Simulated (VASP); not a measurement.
## KTaO3: input slips in a relaxation and what they do

Aim: see how common mistakes in a VASP relaxation show up, on KTaO3. The starting structure is a measured crystal structure from the Crystallography Open Database. The first relaxation on each setting starts from this cell expanded by 3 % in volume.

Method: Kohn-Sham DFT with plane waves and PAW; PBEsol, in VASP 6.6.1.

### 1. The structure

It takes space group Pm-3m (No. 221, cubic). The conventional cell has a = 3.988 Å, b = 3.988 Å, c = 3.988 Å, α = 90.00°, β = 90.00°, γ = 90.00°. Nearest to Ta lie 6 O at 1.99 Å. Nearest to K lie 12 O at 2.82 Å. O has 2 Ta at 1.99 Å and 4 K at 2.82 Å nearest. Farther neighbours and most contacts between anions are not listed.

As a file:

```cif
data_structure
_symmetry_space_group_name_H-M 'Pm-3m'
_symmetry_Int_Tables_number 221
_cell_length_a 3.9883
_cell_length_b 3.9883
_cell_length_c 3.9883
_cell_angle_alpha 90.000
_cell_angle_beta 90.000
_cell_angle_gamma 90.000
_cell_volume 63.44
loop_
_atom_site_label
_atom_site_type_symbol
_atom_site_symmetry_multiplicity
_atom_site_Wyckoff_symbol
_atom_site_fract_x
_atom_site_fract_y
_atom_site_fract_z
_atom_site_occupancy
Ta1 Ta 1 a 0.00000 0.00000 0.00000 1
K1 K 1 b 0.50000 0.50000 0.50000 1
O1 O 3 d 0.00000 0.00000 0.50000 1
```

### 2. Reference relaxation

Contents of INCAR:

```
SYSTEM = KTaO3
PREC = Accurate
ENCUT = 520
EDIFF = 1E-06
NELM = 100
ISMEAR = 0
SIGMA = 0.03
LREAL = .FALSE.
ALGO = Normal
GGA = PS
NBANDS = 25
LORBIT = 11
LWAVE = .FALSE.
LCHARG = .FALSE.
KPAR = 4
IBRION = 2
NSW = 50
ISIF = 3
EDIFFG = -0.004
```

Contents of POSCAR:

```
KTaO3
1.0
    4.0277906871      0.0000000000      0.0000000000
    0.0000000000      4.0277906871      0.0000000000
    0.0000000000      0.0000000000      4.0277906871
Ta K O
1 1 3
Direct
    0.0000000000      0.0000000000      0.0000000000
    0.5000000000      0.5000000000      0.5000000000
    0.0000000000      0.0000000000      0.5000000000
    0.0000000000      0.5000000000      0.0000000000
    0.5000000000      0.0000000000      0.0000000000
```

Contents of KPOINTS:

```
Automatic mesh
0
Gamma
6 6 6
0 0 0
```

PAW data sets: Ta_pv, K_sv and O (PBE family, release 64).

On the command line:

```
$ mpirun -np 4 vasp_std
```

Output:

```text
[banner, memory and clock lines left out]
running    4 mpi-ranks, on    1 nodes
 distrk:  each k-point on    1 cores,    4 groups
 distr:  one band on    1 cores,    1 groups

 POSCAR found type information on POSCAR TaK O
 POSCAR found :  3 types and       5 ions
|                                                                             |
|               ----> ADVICE to this user running VASP <----                  |
|                                                                             |
|     You enforced a specific xc type in the INCAR file but a different       |
|     [... a line on the potential file left out ...]
|     I HOPE YOU KNOW WHAT YOU ARE DOING!                                     |
|                                                                             |

 LDA part: xc-table for (Slater+PW92), standard interpolation
 POSCAR, INCAR and KPOINTS ok, starting setup
 FFT: planning ... GRIDC
 FFT: planning ... GRID_SOFT
 FFT: planning ... GRID
 WAVECAR not read
 entering main loop
       N       E                     dE             d eps       ncg     rms          rms(c)
DAV:   1     0.322982017682E+03    0.32298E+03   -0.20920E+04  1000   0.151E+03
DAV:   2    -0.318809520727E+02   -0.35486E+03   -0.34680E+03  1176   0.425E+02
DAV:   3    -0.501919367709E+02   -0.18311E+02   -0.18245E+02  1462   0.950E+01
DAV:   4    -0.508124196702E+02   -0.62048E+00   -0.61987E+00  1629   0.111E+01
DAV:   5    -0.508155375131E+02   -0.31178E-02   -0.31175E-02  1365   0.836E-01    0.320E+01
DAV:   6    -0.431664300047E+02    0.76491E+01   -0.36742E+01  1326   0.403E+01    0.128E+01
DAV:   7    -0.429774142770E+02    0.18902E+00   -0.23882E+00  1189   0.946E+00    0.873E+00
DAV:   8    -0.429079599193E+02    0.69454E-01   -0.45385E-01  1319   0.559E+00    0.230E+00
DAV:   9    -0.428918944948E+02    0.16065E-01   -0.35858E-02  1278   0.150E+00    0.341E-01
DAV:  10    -0.428902657142E+02    0.16288E-02   -0.13229E-02  1395   0.749E-01    0.811E-02
DAV:  11    -0.428902658982E+02   -0.18394E-06   -0.10422E-03  1314   0.201E-01    0.289E-02
DAV:  12    -0.428902830669E+02   -0.17169E-04   -0.63528E-05  1357   0.691E-02    0.907E-03
DAV:  13    -0.428902821823E+02    0.88466E-06   -0.73394E-06  1389   0.232E-02
   1 F= -.42890282E+02 E0= -.42890282E+02  d E =-.428903E+02
 curvature:   0.00 expect dE= 0.000E+00 dE for cont linesearch  0.000E+00
 trial: gam= 0.00000 g(F)=  0.000E+00 g(S)=  0.138E+00 ort = 0.000E+00 (trialstep = 0.100E+01)
 search vector abs. value=  0.138E+00
 bond charge predicted
       N       E                     dE             d eps       ncg     rms          rms(c)
DAV:   1    -0.437235157704E+02   -0.83323E+00   -0.24406E+01  1173   0.447E+01    0.859E+00
DAV:   2    -0.430165536128E+02    0.70696E+00   -0.23488E+00  1129   0.109E+01    0.392E+00
DAV:   3    -0.428765229074E+02    0.14003E+00   -0.26320E-01  1484   0.467E+00    0.112E+00
DAV:   4    -0.428664244027E+02    0.10099E-01   -0.62030E-02  1534   0.163E+00    0.661E-01
DAV:   5    -0.428680795566E+02   -0.16552E-02   -0.62547E-03  1613   0.466E-01    0.129E-01
DAV:   6    -0.428681607561E+02   -0.81199E-04   -0.98038E-04  1573   0.195E-01    0.677E-02
DAV:   7    -0.428682378752E+02   -0.77119E-04   -0.90464E-05  1577   0.621E-02    0.105E-02
DAV:   8    -0.428682373349E+02    0.54028E-06   -0.32491E-06  1175   0.149E-02
   2 F= -.42868237E+02 E0= -.42868237E+02  d E =0.220448E-01
 trial-energy change:    0.022045  1 .order    0.026236   -0.138288    0.190760
 step:   0.4391(harm=  0.4203)  dis= 0.00000  next Energy=   -42.920997 (dE=-0.307E-01)
 bond charge predicted
       N       E                     dE             d eps       ncg     rms          rms(c)
DAV:   1    -0.431888221541E+02   -0.32058E+00   -0.76927E+00  1124   0.254E+01    0.486E+00
DAV:   2    -0.429709688103E+02    0.21785E+00   -0.73254E-01  1180   0.600E+00    0.229E+00
DAV:   3    -0.429257239202E+02    0.45245E-01   -0.78309E-02  1353   0.259E+00    0.899E-01
DAV:   4    -0.429209917080E+02    0.47322E-02   -0.29721E-02  1496   0.104E+00    0.516E-01
DAV:   5    -0.429214679211E+02   -0.47621E-03   -0.16690E-03  1624   0.245E-01    0.146E-01
DAV:   6    -0.429215192570E+02   -0.51336E-04   -0.57487E-04  1595   0.145E-01    0.358E-02
DAV:   7    -0.429215175364E+02    0.17206E-05   -0.19573E-05  1325   0.282E-02    0.970E-03
DAV:   8    -0.429215163665E+02    0.11699E-05   -0.12842E-06  1211   0.714E-03    0.336E-03
DAV:   9    -0.429215168259E+02   -0.45943E-06   -0.23464E-07   687   0.363E-03
   3 F= -.42921517E+02 E0= -.42921517E+02  d E =-.312346E-01
 curvature:  -0.21 expect dE=-0.154E-05 dE for cont linesearch -0.154E-05
 trial: gam=-0.00722 g(F)=  0.539E-65 g(S)=  0.732E-05 ort = 0.101E-02 (trialstep = 0.888E+00)
 search vector abs. value=  0.488E-09
 reached required accuracy - stopping structural energy minimisation
```

Elapsed: 9.2 s, on 4 MPI ranks of AMD EPYC 9R45, shared host; peak memory 0.7 GiB; 35 s of CPU time.

The logs omit lines about the potential files and the build; timing stands in the text.

From OUTCAR (step 2):

```text
ion  position               nearest neighbor table
   1  0.000  0.000  0.000-   3 2.01   4 2.01   5 2.01   3 2.01   4 2.01   5 2.01   2 3.49   2 3.49
                             2 3.49   2 3.49   2 3.49   2 3.49   2 3.49   2 3.49
   2  0.500  0.500  0.500-   3 2.85   4 2.85   5 2.85   4 2.85   5 2.85   3 2.85   5 2.85   5 2.85
                             3 2.85   4 2.85   4 2.85   3 2.85   1 3.49   1 3.49   1 3.49   1 3.49
   3  0.000  0.000  0.500-   1 2.01   1 2.01   2 2.85   2 2.85   2 2.85   2 2.85
   4  0.000  0.500  0.000-   1 2.01   1 2.01   2 2.85   2 2.85   2 2.85   2 2.85
   5  0.500  0.000  0.000-   1 2.01   1 2.01   2 2.85   2 2.85   2 2.85   2 2.85

  LATTYP: Found a simple cubic cell.
 ALAT       =     4.0277906871

 Subroutine GETGRP returns: Found 48 space group operations
 (whereof 48 operations were pure point group operations)

The static configuration has the point symmetry O_h .

 Found     20 irreducible k-points:

   k-points           NKPTS =     20   k-points in BZ     NKDIM =     20   number of bands    NBANDS=     25

   dimension x,y,z NGX =    30 NGY =   30 NGZ =   30
   dimension x,y,z NGXF=    60 NGYF=   60 NGZF=   60

   ENCUT  =  520.0 eV  38.22 Ry    6.18 a.u.   7.49  7.49  7.49*2*pi/ulx,y,z

   NELECT =      38.0000    total number of electrons

 k-points in reciprocal lattice and weights: Automatic mesh
   0.00000000  0.00000000  0.00000000       0.005
   0.16666667  0.00000000  0.00000000       0.028
   0.33333333  0.00000000  0.00000000       0.028
   0.50000000  0.00000000  0.00000000       0.014
   0.16666667  0.16666667  0.00000000       0.056
   0.33333333  0.16666667  0.00000000       0.111
   0.50000000  0.16666667  0.00000000       0.056
   0.33333333  0.33333333  0.00000000       0.056
   0.50000000  0.33333333  0.00000000       0.056
[...]
0.50000000  0.50000000  0.33333333       0.028
   0.50000000  0.50000000  0.50000000       0.005

 average (electrostatic) potential at core
       1 -40.4998       2 -32.5556       3 -71.8765       4 -71.8765       5 -71.8765

 E-fermi :   1.8249

 k-point     1 :       0.0000    0.0000    0.0000
  band No.  band energies     occupation
    ...
     15       0.5803      2.00000
     16       0.5803      2.00000
     17       1.0277      2.00000
     18       1.0277      2.00000
     19       1.0277      2.00000
     20       3.7298      0.00000
     21       3.7298      0.00000
     22       3.7298      0.00000
     23       8.0820      0.00000
     24       8.3885      0.00000
    ...

 k-point     2 :       0.1667    0.0000    0.0000
  band No.  band energies     occupation
    ...
     15       0.1711      2.00000
     16       0.3429      2.00000
     17       0.4544      2.00000
     18       0.9124      2.00000
     19       0.9124      2.00000
     20       3.7689      0.00000
     21       4.5430      0.00000
     22       4.5430      0.00000
     23       8.4026      0.00000
     24       8.5215      0.00000
    ...

 k-point     3 :       0.3333    0.0000    0.0000
  band No.  band energies     occupation
    ...
     15      -0.4538      2.00000
     16      -0.3100      2.00000
     17       0.2192      2.00000
     18       0.8289      2.00000
     19       0.8289      2.00000
     20       3.8498      0.00000
     21       5.9320      0.00000
     22       5.9320      0.00000
     23       8.4220      0.00000
     24       9.4270      0.00000
    ...

  Total       -0.0159077     -0.0159077     -0.0159077      0.0000000      0.0000000     -0.0000000
  in kB       -0.4010872     -0.4010872     -0.4010872      0.0000000      0.0000000     -0.0000000
  external PRESSURE =      -0.4010872 kB  Pullay stress =       0.0000000 kB

  energy-cutoff  :      520.00
  volume of cell :       63.54
      direct lattice vectors                 reciprocal lattice vectors
     3.990493067 -0.000000000 -0.000000000     0.250595599  0.000000000 -0.000000000
    -0.000000000  3.990493067 -0.000000000     0.000000000  0.250595599  0.000000000
     0.000000000 -0.000000000  3.990493067     0.000000000  0.000000000  0.250595599

 POSITION                                       TOTAL-FORCE (eV/Angst)
 -----------------------------------------------------------------------------------
      0.00000      0.00000      0.00000        -0.000000      0.000000      0.000000
      1.99525      1.99525      1.99525         0.000000      0.000000      0.000000
      0.00000     -0.00000      1.99525        -0.000000     -0.000000      0.000000
     -0.00000      1.99525     -0.00000        -0.000000      0.000000      0.000000
      1.99525     -0.00000     -0.00000        -0.000000      0.000000      0.000000
 -----------------------------------------------------------------------------------
    total drift:                                0.000000     -0.000000      0.000000

  FREE ENERGIE OF THE ION-ELECTRON SYSTEM (eV)
  ---------------------------------------------------
  free  energy   TOTEN  =       -42.9215168259 eV

  energy  without entropy=      -42.9215168259  energy(sigma->0) =      -42.92151683

 reached required accuracy - stopping structural energy minimisation

 total charge
# of ion       s       p       d       tot
------------------------------------------
    1        0.348   6.359   2.070   8.777
    2        1.960   5.587   0.049   7.596
    3        1.557   3.500   0.000   5.057
    4        1.557   3.500   0.000   5.057
    5        1.557   3.500   0.000   5.057
--------------------------------------------------
tot          6.979  22.446   2.119  31.543

[... 3 further parts left out ...]
```

CONTCAR:

```
KTaO3
   1.00000000000000
     3.9904930671545134   -0.0000000000000000   -0.0000000000000000
    -0.0000000000000000    3.9904930671545134   -0.0000000000000000
     0.0000000000000000   -0.0000000000000000    3.9904930671545134
  Ta              K               O
     1     1     3
Direct
     0.0000000000000000    0.0000000000000000    0.0000000000000000
     0.5000000000000000    0.5000000000000000    0.5000000000000000
     0.0000000000000000    0.0000000000000000    0.5000000000000000
     0.0000000000000000    0.5000000000000000    0.0000000000000000
     0.5000000000000000    0.0000000000000000    0.0000000000000000
```

The PAW data sets were made with PBE, which is usual practice but a small mismatch for other functionals. The run keeps the 48 symmetry operations of its start, so it cannot find a distortion of lower symmetry.

The reference relaxation ends at 12.709 Å³ an atom. Pressures at 0.985 and 1.015 times this volume, from two more relaxations that aren't shown, give a bulk modulus of 203.8 GPa.

### 3. Relaxation with a functional's name that the tag doesn't take

A slip made on purpose: a functional's name that the tag doesn't take. Against step 2 the input has GGA = PBESOL (also changed: NELM).

Edit INCAR of step 2 so:

```diff
@@ -4,3 +4,3 @@
 EDIFF = 1E-06
-NELM = 100
+NELM = 60
 ISMEAR = 0
@@ -9,3 +9,3 @@
 ALGO = Normal
-GGA = PS
+GGA = PBESOL
 NBANDS = 25
```

POSCAR is that of step 2.

KPOINTS is that of step 2.

On the command line:

```
$ mpirun -np 4 vasp_std
```

Output:

```text
[banner, memory and clock lines left out]
running    4 mpi-ranks, on    1 nodes
[...]
|                                                                             |
|     EEEEEEE  RRRRRR   RRRRRR   OOOOOOO  RRRRRR      ###     ###     ###     |
|     E        R     R  R     R  O     O  R     R     ###     ###     ###     |
|     E        R     R  R     R  O     O  R     R     ###     ###     ###     |
|     EEEEE    RRRRRR   RRRRRR   O     O  RRRRRR       #       #       #      |
|     E        R   R    R   R    O     O  R   R                               |
|     E        R    R   R    R   O     O  R    R      ###     ###     ###     |
|     EEEEEEE  R     R  R     R  OOOOOOO  R     R     ###     ###     ###     |
|                                                                             |
|     Error: One of the selected functionals does not exist.                  |
|                                                                             |
|       ---->  I REFUSE TO CONTINUE WITH THIS SICK JOB ... BYE!!! <----       |
|                                                                             |

1
1
1
1
```

The job ended after 3.4 s (4 MPI ranks).

VASP stopped with this message: “Error: One of the selected functionals does not exist”.

### 4. Relaxation with too few electronic steps

A slip made on purpose: too few electronic steps. Against step 2 the input has NELM = 4 (also changed: NSW).

Edit INCAR of step 3 so:

```diff
@@ -4,3 +4,3 @@
 EDIFF = 1E-06
-NELM = 60
+NELM = 4
 ISMEAR = 0
@@ -9,3 +9,3 @@
 ALGO = Normal
-GGA = PBESOL
+GGA = PS
 NBANDS = 25
@@ -16,3 +16,3 @@
 IBRION = 2
-NSW = 50
+NSW = 30
 ISIF = 3
```

POSCAR is that of step 3.

KPOINTS is that of step 3.

On the command line:

```
$ mpirun -np 4 vasp_std
```

Output:

```text
[banner, memory and clock lines left out]
running    4 mpi-ranks, on    1 nodes
[...]
[... a notice as in an earlier step ...]

 LDA part: xc-table for (Slater+PW92), standard interpolation
 POSCAR, INCAR and KPOINTS ok, starting setup
[...]
entering main loop
       N       E                     dE             d eps       ncg     rms          rms(c)
[... 4 cycles as in an earlier step ...]
|                                                                             |
|           W    W    AA    RRRRR   N    N  II  N    N   GGGG   !!!           |
|           W    W   A  A   R    R  NN   N  II  NN   N  G    G  !!!           |
|           W    W  A    A  R    R  N N  N  II  N N  N  G       !!!           |
|           W WW W  AAAAAA  RRRRR   N  N N  II  N  N N  G  GGG   !            |
|           WW  WW  A    A  R   R   N   NN  II  N   NN  G    G                |
|           W    W  A    A  R    R  N    N  II  N    N   GGGG   !!!           |
|                                                                             |
[...]
|     The electronic self-consistency was not achieved in the given           |
[... from here on, the cycles between the ionic steps are left out ...]
   2 F= -.38740000E+02 E0= -.38739625E+02  d E =0.120724E+02
[...]
|     The electronic self-consistency was not achieved in the given           |
   3 F= 0.40559084E+03 E0= 0.40560009E+03  d E =0.456403E+03
   5 F= -.45353765E+02 E0= -.45352087E+02  d E =0.545865E+01
   7 F= 0.48735811E+02 E0= 0.48742920E+02  d E =0.588183E+02
   9 F= 0.42209287E+02 E0= 0.42209692E+02  d E =0.522918E+02
  11 F= 0.70648241E+02 E0= 0.70653420E+02  d E =0.807307E+02
  13 F= 0.60013122E+02 E0= 0.60017047E+02  d E =-.106351E+02
  15 F= 0.18132216E+02 E0= 0.18132664E+02  d E =-.525160E+02
  17 F= -.30983600E+02 E0= -.30982991E+02  d E =-.101632E+03
  19 F= -.38703261E+02 E0= -.38703261E+02  d E =-.109352E+03
  21 F= -.23830150E+02 E0= -.23829268E+02  d E =-.944784E+02
  23 F= -.28035066E+02 E0= -.28035066E+02  d E =-.323172E+00
  25 F= -.30990166E+02 E0= -.30990166E+02  d E =-.327827E+01
  27 F= -.40472484E+02 E0= -.40472484E+02  d E =-.127606E+02
  29 F= -.43492597E+02 E0= -.43492597E+02  d E =-.157807E+02
  30 F= -.42353355E+02 E0= -.42353355E+02  d E =-.146415E+02
[...]
opt :   2.9848  next Energy=   -43.524884 (dE=-0.158E+02)
```

Wall time 36 s (4 MPI ranks); peak memory 0.78 GiB.

From OUTCAR (step 4):

```text
  Total       -9.5112799     -9.5112799     -9.5112799      0.0000000     -0.0000000      0.0000000
  in kB     -211.8105221   -211.8105221   -211.8105221      0.0000000     -0.0000000      0.0000000
  external PRESSURE =    -211.8105221 kB  Pullay stress =       0.0000000 kB

 POSITION                                       TOTAL-FORCE (eV/Angst)
 -----------------------------------------------------------------------------------
      0.00000      0.00000      0.00000        -0.000000      0.000000      0.000000
      2.07956      2.07956      2.07956         0.000000     -0.000000      0.000000
      0.00000     -0.00000      2.07956        -0.000000     -0.000000      0.000000
     -0.00000      2.07956     -0.00000        -0.000000      0.000000      0.000000
      2.07956     -0.00000     -0.00000        -0.000000      0.000000      0.000000
 -----------------------------------------------------------------------------------
    total drift:                                0.000000     -0.000000      0.000000

  FREE ENERGIE OF THE ION-ELECTRON SYSTEM (eV)
  ---------------------------------------------------
  free  energy   TOTEN  =       -42.3533545594 eV

  energy  without entropy=      -42.3533545594  energy(sigma->0) =      -42.35335456

[... 1 part as in an earlier step ...]

[... 2 further parts left out ...]
[key lines of the parts left out:]
E-fermi :   1.0935
```

Logs of long relaxations may skip ionic steps without a mark.

The relaxation used up its 30 ionic steps (NSW) before forces and stress met EDIFFG.

[end of part 1 of 2]

[Lines on the potential files, build, host, timing and source positions are cut from VASP's logs without a mark.]

[Logs are printed without paths, hosts, clocks, repeated set-up lines and the standing remarks that a program may print on its own settings, such as how far it seeks lower states.]

[Hosts, paths, dates, database ids (printed as entryN), source tags and the programs' standing remarks are cut or masked in the printed files.]
